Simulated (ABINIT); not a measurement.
# Quasiparticle gap of CaO (Lime) in ABINIT, part 2 of 3

Aim: the G0W0 gap of CaO (Lime) on PBE, step by step.

ABINIT 10.8.3; PBE and many-body steps on it, plane waves. Known limits of the many-body steps: not at the basis limit.

So far. Step 2 (Ground state): The gap is indirect, with the least direct gap 0.37 eV higher.

## (3) Bands along the symmetry lines

Level of this step: DFT, PBE, plane waves, norm-conserving pseudopotentials (ABINIT).

The cheap functional maps the bands first; the places of the edges decide which points the dearer methods must see.

The input, run.abi:

```
acell 3*1.0 Angstrom
rprim 
  -0.000000000000 2.406500000000 2.406500000000
  2.406500000000 -0.000000000000 2.406500000000
  2.406500000000 2.406500000000 -0.000000000000
ntypat 2
znucl 20 8
natom 2
typat 1 2
xred 
  0.000000000000 0.000000000000 0.000000000000
  0.500000000000 0.500000000000 0.500000000000
pp_dirpath "pseudos"
pseudos "Ca.upf, O.upf"
ecut 36
iscf -2
irdden 1
kptopt 0
nkpt 50
kpt 
  0.00000000 0.00000000 0.00000000
  0.06250000 0.00000000 0.06250000
  0.12500000 0.00000000 0.12500000
  0.18750000 0.00000000 0.18750000
  0.25000000 0.00000000 0.25000000
  0.31250000 0.00000000 0.31250000
  0.37500000 0.00000000 0.37500000
  0.43750000 0.00000000 0.43750000
  0.50000000 0.00000000 0.50000000
  0.51562500 0.03125000 0.51562500
  0.53125000 0.06250000 0.53125000
  0.54687500 0.09375000 0.54687500
  0.56250000 0.12500000 0.56250000
  0.57812500 0.15625000 0.57812500
  0.59375000 0.18750000 0.59375000
  0.60937500 0.21875000 0.60937500
  0.62500000 0.25000000 0.62500000
  0.37500000 0.37500000 0.75000000
  0.32812500 0.32812500 0.65625000
  0.28125000 0.28125000 0.56250000
  0.23437500 0.23437500 0.46875000
  0.18750000 0.18750000 0.37500000
  0.14062500 0.14062500 0.28125000
  0.09375000 0.09375000 0.18750000
  0.04687500 0.04687500 0.09375000
  0.00000000 0.00000000 0.00000000
  0.06250000 0.06250000 0.06250000
  0.12500000 0.12500000 0.12500000
  0.18750000 0.18750000 0.18750000
  0.25000000 0.25000000 0.25000000
  0.31250000 0.31250000 0.31250000
  0.37500000 0.37500000 0.37500000
  0.43750000 0.43750000 0.43750000
  0.50000000 0.50000000 0.50000000
  0.50000000 0.46875000 0.53125000
  0.50000000 0.43750000 0.56250000
  0.50000000 0.40625000 0.59375000
  0.50000000 0.37500000 0.62500000
  0.50000000 0.34375000 0.65625000
  0.50000000 0.31250000 0.68750000
  0.50000000 0.28125000 0.71875000
  0.50000000 0.25000000 0.75000000
  0.50000000 0.21875000 0.71875000
  0.50000000 0.18750000 0.68750000
  0.50000000 0.15625000 0.65625000
  0.50000000 0.12500000 0.62500000
  0.50000000 0.09375000 0.59375000
  0.50000000 0.06250000 0.56250000
  0.50000000 0.03125000 0.53125000
  0.50000000 0.00000000 0.50000000
istwfk *1
nband 15
nbdbuf 2
tolwfr 1e-08
nstep 40
prtwf 0
prtvol 0
indata_prefix "in"
outdata_prefix "out"
tmpdata_prefix "tmp"
```

On the command line:

```sh
OMP_NUM_THREADS=1 mpirun -n 8 abinit run.abi > log
```

Numbers of over 12 decimals in the logs are rounded to 6 here.

What it wrote:

```text
.Version 10.8.3 of ABINIT. v10.8.2 released Aug 2026.

 Symmetries : space group Fm -3 m (#225); Bravais cF (face-center cubic)
[... echo of the input left out ...]
== DATASET  1 ==================================================================
-   mpi_nproc: 8, omp_nthreads: 1 (-1 if OMP is not activated)

--- !DatasetInfo
iteration_state: {dtset: 1, }
dimensions: {natom: 2, nkpt: 50, mband: 15, nsppol: 1, nspinor: 1, nspden: 1, mpw: 1964, }
cutoff_energies: {ecut:  36.0, pawecutdg:  -1.0, }
electrons: {nelect:   1.60000000E+01, charge:   0.00000000E+00, occopt:   1.00000000E+00, tsmear:   1.00000000E-02, }

 Real(R)+Recip(G) space primitive vectors, cartesian coordinates (Bohr,Bohr^-1):
 R(1)=  0.0000000  4.5476259  4.5476259  G(1)= -0.1099475  0.1099475  0.1099475
 R(2)=  4.5476259  0.0000000  4.5476259  G(2)=  0.1099475 -0.1099475  0.1099475
 R(3)=  4.5476259  4.5476259  0.0000000  G(3)=  0.1099475  0.1099475 -0.1099475
 Unit cell volume ucvol=  1.8809801E+02 bohr^3
 Angles (23,13,12)=  6.00000000E+01  6.00000000E+01  6.00000000E+01 degrees

 getcut: wavevector=  0.0000  0.0000  0.0000  ngfft=  36  36  36
         ecut(hartree)=     36.000   => boxcut(ratio)=   2.07246

--- Pseudopotential description ------------------------------------------------
- Ca Generated using ONCVPSP code by D. R. Hamann
- 20.00000  10.00000  171031                  znucl, zion, pspdat
12 -101130 2 -1 1766                          pspcod,pspxc,lmax,lloc,mmax
     nproj     2     2     2
  pspatm : epsatm=   12.33471919
         --- l  ekb(1:nproj) -->
             0   10.063789    0.972391
             1    3.049878    0.471799
             2   -3.406671   -1.078890
 pspatm: atomic psp has been read  and splines computed

- O Generated using ONCVPSP code by D. R. Hamann
-  8.00000   6.00000  171031                  znucl, zion, pspdat
12 -101130 2 -1 936                           pspcod,pspxc,lmax,lloc,mmax
     nproj     2     2     1
  pspatm : epsatm=    6.19545534
         --- l  ekb(1:nproj) -->
[...]
2   -1.331955
 pspatm: atomic psp has been read  and splines computed

--------------------------------------------------------------------------------

================================================================================
 prteigrs : about to open file out_EIG
 Non-SCF case, kpt    1 (  0.00000  0.00000  0.00000), residuals and eigenvalues=
  1.62E-09  1.56E-09  5.40E-09  5.32E-09  1.82E-09  2.53E-09  3.79E-09  5.35E-09
  1.18E-09  3.88E-09  7.88E-09  5.10E-09  6.00E-09  7.83E-09  7.63E-09
 -1.1984E+00 -4.9133E-01 -4.9133E-01 -4.9133E-01 -3.8219E-01  1.8612E-01
  1.8612E-01  1.8612E-01  3.5937E-01  4.1497E-01  4.1497E-01  4.1497E-01
[...]
Non-SCF case, kpt    2 (  0.06250  0.00000  0.06250), residuals and eigenvalues=
  2.66E-09  4.09E-09  2.02E-09  5.11E-09  6.28E-09  2.51E-09  3.47E-09  6.62E-09
[...]
3.83E-09  5.53E-09  1.77E-09  3.07E-09  2.90E-09  2.90E-09  3.36E-09  3.11E-09
  1.40E-09  2.87E-09  7.71E-09  1.66E-09  3.06E-09  7.58E-09  4.54E-08
[...]
Non-SCF case, kpt   49 (  0.50000  0.03125  0.53125), residuals and eigenvalues=
[...]
Non-SCF case, kpt   50 (  0.50000  0.00000  0.50000), residuals and eigenvalues=
[...]
-1.1936E+00 -5.1294E-01 -4.9951E-01 -4.9951E-01 -3.7352E-01  1.3836E-01
  1.7235E-01  1.7235E-01  3.2070E-01  4.8094E-01  5.1203E-01  5.3511E-01
[...]
--- !ResultsGS
iteration_state: {dtset: 1, }
comment   : Summary of ground state results
lattice_vectors:
- [ -0.0000000,   4.5476259,   4.5476259, ]
- [  4.5476259,  -0.0000000,   4.5476259, ]
- [  4.5476259,   4.5476259,  -0.0000000, ]
lattice_lengths: [   6.43131,    6.43131,    6.43131, ]
lattice_angles: [ 60.000,  60.000,  60.000, ] # degrees, (23, 13, 12)
lattice_volume:   1.8809801E+02
convergence: {deltae:  0.000E+00, res2:  0.000E+00, residm:  9.931E-09, diffor:  0.000E+00, }
etotal    :  -5.53869081E+01
entropy   :   0.00000000E+00
fermie    :   1.86115127E-01
cartesian_stress_tensor: null
pressure_GPa: null
xred      :
- [  0.0000E+00,   0.0000E+00,   0.0000E+00, Ca]
- [  5.0000E-01,   5.0000E-01,   5.0000E-01,  O]
cartesian_forces: null
force_length_stats: {min: null, max: null, mean: null, }

 Integrated electronic density in atomic spheres:
 ------------------------------------------------
 Atom  Sphere_radius  Integrated_density
[...]
================================================================================

 ----iterations are completed or convergence reached----

 Mean square residual over all n,k,spin=   47.443E-10; max=  99.313E-10
 reduced coordinates (array xred) for    2 atoms
       0.000000000000      0.000000000000      0.000000000000
       0.500000000000      0.500000000000      0.500000000000

 cartesian coordinates (angstrom) at end:
    1      0.000000     0.000000     0.000000
    2      2.406500     2.406500     2.406500
 length scales=  1.889726125908  1.889726125908  1.889726125908 bohr
              =  1.000000000000  1.000000000000  1.000000000000 angstroms
 prteigrs : about to open file out_EIG
 Eigenvalues (hartree) for nkpt=  50  k points:
 kpt#   1, nband= 15, wtk=  1.00000, kpt=  0.0000  0.0000  0.0000 (reduced coord)
[...]
kpt#   2, nband= 15, wtk=  1.00000, kpt=  0.0625  0.0000  0.0625 (reduced coord)
[...]
kpt#   3, nband= 15, wtk=  1.00000, kpt=  0.1250  0.0000  0.1250 (reduced coord)
[...]
kpt#  49, nband= 15, wtk=  1.00000, kpt=  0.5000  0.0313  0.5313 (reduced coord)
  -1.19360   -0.51282   -0.49980   -0.49964   -0.37299    0.13846    0.17099    0.17154
   0.32280    0.48187    0.51324    0.53097    0.53512    0.60227    0.67945
 kpt#  50, nband= 15, wtk=  1.00000, kpt=  0.5000  0.0000  0.5000 (reduced coord)
  -1.19360   -0.51294   -0.49951   -0.49951   -0.37352    0.13836    0.17235    0.17235
   0.32070    0.48094    0.51203    0.53511    0.53511    0.59844    0.67927

== END DATASET(S) ==============================================================
================================================================================

 -outvars: echo values of variables after computation  --------
            nband          15
             nkpt          50
          spgroup         225
 [... the other variables as echoed above ...]

 Calculation completed.
```

Elapsed: 4.3 s, on 8 MPI ranks of Arm Neoverse V2, shared host; peak memory 0.47 GiB.

Numbers from this step:

```yaml
gap: 3.662 eV
k_of_the_valence_top: 0, 0, 0
k_of_the_conduction_bottom: 0.5, 0, 0.5
least_direct_gap: 4.037 eV
```

The gap is 3.662 eV, as in the run before at this level.

The electronic bands at the labelled points (eV, zero at the top of the highest filled band; v1 is the highest filled band, c1 the lowest empty one):

```csv
point,v4,v3,v2,v1,c1,c2,c3,c4
Γ,-15.46,0.00,0.00,0.00,4.71,6.23,6.23,6.23
halfway,-14.95,-1.66,-0.30,-0.30,4.72,6.60,8.04,8.04
X,-15.23,-1.30,-0.37,-0.37,3.66,8.02,8.87,9.50
halfway,-15.12,-1.28,-0.69,-0.50,4.09,8.21,8.91,9.12
U,-14.87,-1.32,-1.20,-0.77,5.14,7.97,8.54,9.02
jump to K,-14.87,-1.32,-1.20,-0.77,5.14,7.97,8.54,9.02
halfway,-14.71,-1.79,-0.92,-0.55,6.10,7.02,7.20,8.02
Γ,-15.46,0.00,0.00,0.00,4.71,6.23,6.23,6.23
halfway,-14.82,-1.52,-0.65,-0.65,6.25,6.84,7.17,7.17
L,-14.30,-2.61,-1.18,-1.18,7.03,8.33,8.33,8.49
halfway,-14.58,-2.03,-1.11,-1.04,6.74,6.82,8.73,8.91
W,-14.86,-1.27,-1.05,-1.05,6.31,6.31,8.36,9.50
halfway,-15.04,-1.25,-0.84,-0.66,4.49,8.25,8.28,9.38
X,-15.23,-1.30,-0.37,-0.37,3.66,8.02,8.87,9.50
```

The electronic bands as a text plot (rows in eV, shown from -8.0 to 7.7 only):

```
    7.4 |+   +  +++        +  +++++   ++    +++     ++      +
    6.7 |  ++ ++            ++  +++++    ++++++++++++++++  +
    6.1 |++  +             +  +++++++++++++++            +++
    5.4 |  +++            +        ++    ++                 +
    4.8 |++   ++         +           ++++                    +
    4.1 |       +++    ++                                     ++
    3.5 |          ++++                                         +
    2.8 |
    2.2 |
    1.5 |
    0.8 |
    0.2 |****                        ****
   -0.5 | *  **************   ********  *****                ****
   -1.1 |  ***     ****************        * ********************
   -1.8 |     *****        ******           ***       ***
   -2.4 |                                      *******
   -3.1 |
   -3.7 |
   -4.4 |
   -5.1 |
   -5.7 |
   -6.4 |
   -7.0 |
   -7.7 |
         Γ           X  U|K            Γ         L        W     X
```

## (4) Empty states on the mesh, 6×6×6 mesh, 222 bands

The sums over transitions need many empty states on a uniform mesh; this step solves for them.

The input, run.abi:

```
acell 3*1.0 Angstrom
rprim 
  -0.000000000000 2.406500000000 2.406500000000
  2.406500000000 -0.000000000000 2.406500000000
  2.406500000000 2.406500000000 -0.000000000000
ntypat 2
znucl 20 8
natom 2
typat 1 2
xred 
  0.000000000000 0.000000000000 0.000000000000
  0.500000000000 0.500000000000 0.500000000000
pp_dirpath "pseudos"
pseudos "Ca.upf, O.upf"
ecut 36
ngkpt 6 6 6
nshiftk 1
shiftk 0 0 0
kptopt 1
chksymbreak 0
irdden 1
istwfk *1
nband 222
prtvol 0
optdriver 6
gwr_task "HDIAGO"
paral_kgb 0
occopt 1
indata_prefix "in"
outdata_prefix "out"
tmpdata_prefix "tmp"
```

What it wrote:

```text
[banner, memory and clock lines left out]
.Version 10.8.3 of ABINIT. v10.8.2 released Aug 2026.

 Symmetries : space group Fm -3 m (#225); Bravais cF (face-center cubic)
[... echo of the input left out ...]
== DATASET  1 ==================================================================
-   mpi_nproc: 8, omp_nthreads: 1 (-1 if OMP is not activated)

--- !DatasetInfo
iteration_state: {dtset: 1, }
dimensions: {natom: 2, nkpt: 16, mband: 222, nsppol: 1, nspinor: 1, nspden: 1, mpw: 1964, }
cutoff_energies: {ecut:  36.0, pawecutdg:  -1.0, }
electrons: {nelect:   1.60000000E+01, charge:   0.00000000E+00, occopt:   1.00000000E+00, tsmear:   1.00000000E-02, }

.Using double precision arithmetic; gwpc =  8

- Reading GS density from: in_DEN

--- Pseudopotential description ------------------------------------------------
- Ca Generated using ONCVPSP code by D. R. Hamann
- 20.00000  10.00000  171031                  znucl, zion, pspdat
12 -101130 2 -1 1766                          pspcod,pspxc,lmax,lloc,mmax
     nproj     2     2     2
  pspatm : epsatm=   12.33471919
         --- l  ekb(1:nproj) -->
             0   10.063789    0.972391
             1    3.049878    0.471799
             2   -3.406671   -1.078890
 pspatm: atomic psp has been read  and splines computed

- O Generated using ONCVPSP code by D. R. Hamann
-  8.00000   6.00000  171031                  znucl, zion, pspdat
12 -101130 2 -1 936                           pspcod,pspxc,lmax,lloc,mmax
     nproj     2     2     1
  pspatm : epsatm=    6.19545534
         --- l  ekb(1:nproj) -->
             0    6.056735    0.824024
             1   -4.717130   -1.149271
             2   -1.331955
 pspatm: atomic psp has been read  and splines computed

   2.96482793E+02                                ecore*ucvol(ha*bohr**3)

 Total charge density [el/Bohr^3]
)     Maximum=    9.2154E-01  at reduced coord.    0.4444    0.5556    0.5556
)     Minimum=    5.1365E-03  at reduced coord.    0.2500    0.2500    0.2500
   Integrated=    1.6000E+01

 === KS gaps after direct diagonalization ===
 Indirect band gap semiconductor
 Fundamental gap:     3.662 (eV)
   VBM:     5.064 (eV) at k: [ 0.0000E+00,  0.0000E+00,  0.0000E+00]
   CBM:     8.727 (eV) at k: [ 5.0000E-01,  5.0000E-01,  0.0000E+00]
 Direct gap:         4.037 (eV) at k: [ 5.0000E-01,  5.0000E-01,  0.0000E+00]

== END DATASET(S) ==============================================================

 -outvars: echo values of variables after computation  --------
           etotal      0.0000000000E+00
            nband         222
             nkpt          16
          spgroup         225
 [... the other variables as echoed above ...]

 Calculation completed.
```

Run time: 13 s. Hardware: 8 MPI ranks; peak memory 2.1 GiB.

This step gave:

```
gap                                                           : 3.662 eV
k of the valence top                                          : 0, 0, 0
k of the conduction bottom                                    : 0.5, 0.5, 0
least direct gap                                              : 4.037 eV
k points computed                                             : 16
lowest point of the top converged band, above the valence top : 205.5174 eV
```

On this mesh the gap is 3.662 eV.

## (5) Screening, 6×6×6 mesh, 214 bands, screening to 261.2 eV

The RPA dielectric matrix is built and inverted for each q.

This step: RPA screening on PBE, plane waves, norm-conserving pseudopotentials.

run.abi: that of step 4 with these lines changed.

```diff
@@ -20,10 +20,11 @@
 chksymbreak 0
-irdden 1
 istwfk *1
-nband 222
-prtvol 0
-optdriver 6
-gwr_task "HDIAGO"
-paral_kgb 0
 occopt 1
+irdwfk 1
+optdriver 3
+nband 214
+ecuteps 9.6
+inclvkb 2
+awtr 1
+symchi 1
 indata_prefix "in"
```

What it wrote:

```text
.Version 10.8.3 of ABINIT. v10.8.2 released Aug 2026.

 Symmetries : space group Fm -3 m (#225); Bravais cF (face-center cubic)
[... echo of the input left out ...]
== DATASET  1 ==================================================================
-   mpi_nproc: 8, omp_nthreads: 1 (-1 if OMP is not activated)

--- !DatasetInfo
iteration_state: {dtset: 1, }
dimensions: {natom: 2, nkpt: 16, mband: 214, nsppol: 1, nspinor: 1, nspden: 1, mpw: 1964, }
cutoff_energies: {ecut:  36.0, pawecutdg:  -1.0, }
electrons: {nelect:   1.60000000E+01, charge:   0.00000000E+00, occopt:   1.00000000E+00, tsmear:   1.00000000E-02, }

 SCREENING: Calculation of the susceptibility and dielectric matrices

 Based on a program developped by R.W. Godby, V. Olevano, G. Onida, and L. Reining.
 Incorporated in ABINIT by V. Olevano, G.-M. Rignanese, and M. Torrent.
.Using double precision arithmetic ; gwpc =  8

[... cell and pseudopotentials left out ...]
--------------------------------------------------------------------------------

 ==== K-mesh for the wavefunctions ====
 Number of points in the irreducible wedge :    16
[... list of points left out ...]
 Together with 48 symmetry operations and time-reversal symmetry
 yields   216 points in the full Brillouin Zone.

 ==== Q-mesh for the screening function ====
 Number of points in the irreducible wedge :    16
[... list of points left out ...]
 Together with 48 symmetry operations and time-reversal symmetry
 yields   216 points in the full Brillouin Zone.

 setmesh: FFT mesh size selected  =    27x   27x   27
          total number of points  =        19683

 vcoul_init : cutoff-mode = AUXILIARY_FUNCTION
 q-points for optical limit:   1
     1)      0.000010    0.000020    0.000030

- screening: taking advantage of time-reversal symmetry
- Maximum band index for partially occupied states nbvw = 8
- Remaining bands to be divided among processors   nbcw = 206
- Number of bands treated by each node ~25

 Number of electrons calculated from density =   16.0000; Expected =   16.0000
 average of density, n =  0.085062
 r_s =    1.4106
 omega_plasma =   28.1335 [eV]

 calculating chi0 at frequencies [eV] :
  1    0.000000E+00    0.000000E+00
  2    0.000000E+00    2.813348E+01

--------------------------------------------------------------------------------
  q-point number  1        q = ( 0.000000, 0.000000, 0.000000) [r.l.u.]
--------------------------------------------------------------------------------
[... chi0 elements left out ...]
 For q-point:  0.000010 0.000020 0.000030
  dielectric constant =   3.5657
  dielectric constant without local fields =   3.9236

  Average fulfillment of the sum rule on Im[epsilon] for q-point    1 :     85.64  [%]
[... wings left out ...]
  q-point number  2        q = ( 0.166667, 0.000000, 0.000000) [r.l.u.]
--------------------------------------------------------------------------------
[... chi0 elements left out ...]
  Average fulfillment of the sum rule on Im[epsilon] for q-point    2 :     89.22  [%]

 [... 14 further q-points ...]
```

Elapsed: 1.9 min, on 8 MPI ranks; peak memory 2.4 GiB.

This step gave:

```yaml
eps_infinity_with_local_fields_on_this_mesh_along_the_program_s_q_direction: 3.566
the_same_without_local_fields: 3.924
plasma_frequency: 28.13 eV
plane_waves_in_the_screening_matrix: 283
```

Local fields lower ε∞ by 9 %.

[end of part 2 of 3]

[Paths, hosts, dates, memory and timing lines, banners, echoed tables and standing remarks are left out of the program output.]

[Logs are printed without paths, hosts, clocks, repeated set-up lines and the standing remarks that a program may print on its own settings, such as how far it seeks lower states.]

[Runs of the session that timed out or met a known fault of the program may be left out.]

[Hosts, paths, dates, database ids (printed as entryN), source tags and the programs' standing remarks are cut or masked in the printed files.]

[G0W0 gaps are taken among the corrected bands and points alone; a level outside them can change the order at an edge.]

[Where Ansatz stands beside ABINIT at settings called matched, ABINIT's density can come from a denser mesh and the files from another edition; pairs whose starting gaps differed by over 0.03 eV were left out, so agreement reads better than it is.]
